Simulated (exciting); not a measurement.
Pb, 2 atoms in the cell. Symmetry: P6_3/mmc, No. 194, hexagonal system. The conventional cell has a = 3.480 Å, b = 3.480 Å, c = 5.590 Å, α = 90.00°, β = 90.00°, γ = 120.00°. Around Pb (site symmetry -6m2) lie 12 Pb at 3.44 to 3.48 Å. This isn't the form of Pb at room conditions, which is fcc.

- Program: exciting (release sodium)
- Task: single point
- Functional: RPBE
- Potentials or basis: all-electron LAPW+lo, shipped species files, valence relativity iora*
- rgkmax: 9
- k mesh: 9 × 9 × 5
- Occupations: gaussian, width 0.1 eV
- Spin: no spin polarisation
- outputlevel: low
- gmaxvr (cutoff of density and potential): 14 1/bohr
- lmaxapw (and lmaxmat): 10
- lmaxvr: 8
- nempty: 10
- Valence relativity: iora*
- epsengy: 1e-05 Ha
- epspot: 1e-05 Ha
- maxscl: 60
- Muffin-tin radii: Pb 2.3 bohr

Potentials or basis: all-electron LAPW+lo, shipped species files, valence relativity iora*.

The run is started by

```bash
$ OMP_NUM_THREADS=1 exciting_smp
```

Hardware: 1 thread of Arm Neoverse V1 (shared host).

Question: How long does it take, and how much memory?

Answer: Run time: 3.6 min on 1 thread of Arm Neoverse V1 (shared host), peak memory 0.15 GiB. Counts: scf iterations 13.
